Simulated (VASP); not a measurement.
# C: band structure with PBEsol0

C:

```
C
1.0
     0.00000    1.78337    1.78337
     1.78337    0.00000    1.78337
     1.78337    1.78337    0.00000
C
2
Direct
  0.75000 0.75000 0.75000
  0.50000 0.50000 0.50000
```

This isn't the form of C at room conditions, which is graphite.

```yaml
Program: VASP 6.6.1
Task: band structure
Functional: PBEsol0
Potentials_or_basis: VASP PAW PBE potentials, release 64 (C)
Cutoff: 520 eV
k_mesh: 7 × 7 × 7
Occupations: fermi-dirac, width 0.05 eV
Spin: no spin polarisation
Grid_for_exact_exchange_PRECFOCK: Normal
Exchange_at_q_=_0: default
Further_INCAR_settings: ALGO = Normal; EDIFF = 1e-07
```

```
Pressure : -11.6 GPa
```

Levels at the corners of the path, in eV from the valence-band top:
```tsv
point	band 5	band 6	band 7	band 8
Γ	7.49	7.49	7.49	15.88
X	6.37	6.37	19.78	19.78
X	6.37	6.37	19.78	19.78
W	12.63	12.63	14.83	14.83
W	12.63	12.63	14.83	14.83
K	7.36	12.88	17.10	18.43
K	7.36	12.88	17.10	18.43
Γ	7.49	7.49	7.49	15.88
Γ	7.49	7.49	7.49	15.88
L	10.54	10.54	10.92	18.04
L	10.54	10.54	10.92	18.04
U	7.36	12.88	17.10	18.43
U	7.36	12.88	17.10	18.43
W	12.63	12.63	14.83	14.83
W	12.63	12.63	14.83	14.83
L	10.54	10.54	10.92	18.04
L	10.54	10.54	10.92	18.04
K	7.36	12.88	17.10	18.43
U	7.36	12.88	17.10	18.43
X	6.37	6.37	19.78	19.78
```

It took 13 min on 1 thread of Intel(R) Xeon(R) Platinum 8488C (Sapphire Rapids) (shared host), peak memory 0.14 GiB.

Caveat: the k mesh is coarse (spacing up to 0.44 Å⁻¹), so the values aren't converged, least of all with exact exchange; an unscreened hybrid on a path of extra k points without a Coulomb cutoff has errors near the mesh points, so the bands along the path aren't reliable; the PAW data sets were made with another functional, which shifts forces and pressure a little.
